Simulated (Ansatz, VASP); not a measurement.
One calculation of Mo, two programs

```xyz
1
Lattice="2.5848 0.0000 0.0000 0.0000 2.5848 0.0000 0.0000 0.0000 2.5848" Properties=species:S:1:pos:R:3 pbc="T T T"
Mo    0.0000    0.0000    0.0000
```

Alike in both runs: functional r2SCAN; k mesh 6 × 6 × 6; occupations gaussian, width 0.1 eV; no spin polarisation.

Ansatz relaxed the structure, and its values are those at the end. VASP's run is a single point on that final structure, the one shown.

|  | VASP | Ansatz |
| --- | --- | --- |
| version | VASP 6.6.1 | Ansatz 0.2.0 |
| potentials or method | VASP PAW PBE potentials, release 64 (Mo_sv) | scalar-relativistic, plane waves, PAW |
| plane-wave cutoff (eV) | 520 | 500 |
| valence electrons in the cell | 14 | 14 |

Ansatz gave:

* gap on the k mesh at the Fermi level (eV): none
* pressure (GPa): -0.4

Q: Which values does VASP return?

A: gap on the k mesh at the Fermi level (eV): none; pressure (GPa): 0.7.

A gap of «none» marks a metal or a gap that the smearing closes. The functional is the same, so the differences come from potentials, cutoffs and numerics.

Caveats: the k mesh is coarse (spacing up to 0.41 Å⁻¹), so the values aren't converged; the PAW data sets were made with another functional, which shifts forces and pressure a little (VASP).
